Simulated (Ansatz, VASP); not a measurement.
**H in VASP and in Ansatz**

```
H
1.0
    -1.73382    1.73382    2.05847
     1.73382   -1.73382    2.05847
     1.73382    1.73382   -2.05847
H
2
Cartesian
  0.0000 0.0000 3.7459
  0.0000 0.0000 0.3711
```

Change from the starting cell: strain +0.0250 x Voigt [1, 1, 0, 0, 0, 0], atoms carried along.

Alike in both runs: task single point; functional r2SCAN; k mesh 10 × 10 × 10; occupations gaussian, width 0.05 eV; no spin polarisation.

```csv
,VASP,Ansatz
version,VASP 6.6.1,Ansatz 0.2.0
potentials or method,"VASP PAW PBE potentials, release 64 (H)","scalar-relativistic, plane waves, PAW"
plane-wave cutoff (eV),520,500
valence electrons in the cell,2,2
```

```tsv
	VASP	Ansatz	Ansatz less VASP
gap on the k mesh at the Fermi level (eV)	9.75	9.73	-0.012
least direct gap on the mesh (eV)	10.51	10.50	-0.012
pressure (GPa)	-0.1	0.1	+0.20
rms of the force components (eV/Å)	0.002	0.005	+0.0027
```

Atom by atom the forces differ by 0.003 eV/Å (rms over components).

Caveats: the PAW data sets were made with another functional, which shifts forces and pressure a little (VASP). A k mesh can miss the band edges.
